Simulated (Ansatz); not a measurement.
## What a change of settings does to a run on PbS

The cell is COD entry 9000001, as deposited and not checked against the literature; nothing was relaxed.

First run: DFT, PBE, all-electron LAPW, scalar-relativistic (Ansatz 0.2.0).

Command: `ansatz run input.yaml --threads 1 --pin off --max-ram 2048MiB --backend cpu --events-out ev --progress --plain --runs-dir out` The run took 8.2 s on 1 thread of Arm Neoverse V1 (shared host), peak memory 0.27 GiB.

```yaml
crystal:
  lattice:
    - [0.0, 2.965, 2.965]
    - [2.965, 0.0, 2.965]
    - [2.965, 2.965, 0.0]
  atoms:
    - { symbol: Pb, position: [0.0, 0.0, 0.0] }
    - { symbol: S, position: [0.5, 0.5, 0.5] }
kpoints:
  mp_grid: { grid: [8, 8, 8] }
scf:
  occupations: { method: fermi_dirac, width: 0.01 }
hamiltonian:
  xc: pbe
  pseudopotentials: { kind: all_electron, lapw: { basis_error: 0.0005 } }
output:
  forces: true
  stress: true
  eigenvalues: true
basis:
  ecutwfc: 120
```

Result: converged; pressure 2.31 GPa; gap on the k mesh 0.35 eV; 8 SCF iterations.

No spin–orbit coupling, which matters for the heavy atoms here.

The input is then changed:

```diff
@@ -5,6 +5,6 @@
     - [2.965, 2.965, 0.0]
   atoms:
-    - { symbol: Pb, position: [0.0, 0.0, 0.0] }
-    - { symbol: S, position: [0.5, 0.5, 0.5] }
+    - { symbol: Pb, position: [0.0, 0.0, 0.0], spin: 3.0 }
+    - { symbol: S, position: [0.5, 0.5, 0.5], spin: 3.0 }
 kpoints:
   mp_grid: { grid: [8, 8, 8] }
@@ -12,5 +12,5 @@
   occupations: { method: fermi_dirac, width: 0.01 }
 hamiltonian:
-  xc: pbe
+  xc: rpbe
   pseudopotentials: { kind: all_electron, lapw: { basis_error: 0.0005 } }
 output:
@@ -20,3 +20,5 @@
 basis:
   ecutwfc: 120
+magnetization:
+  spin_polarized: true
```

Question: Predict the outcome of the changed run.

Answer: It converged; pressure 4.28 GPa; moment 0.00 μB; 15 SCF iterations.
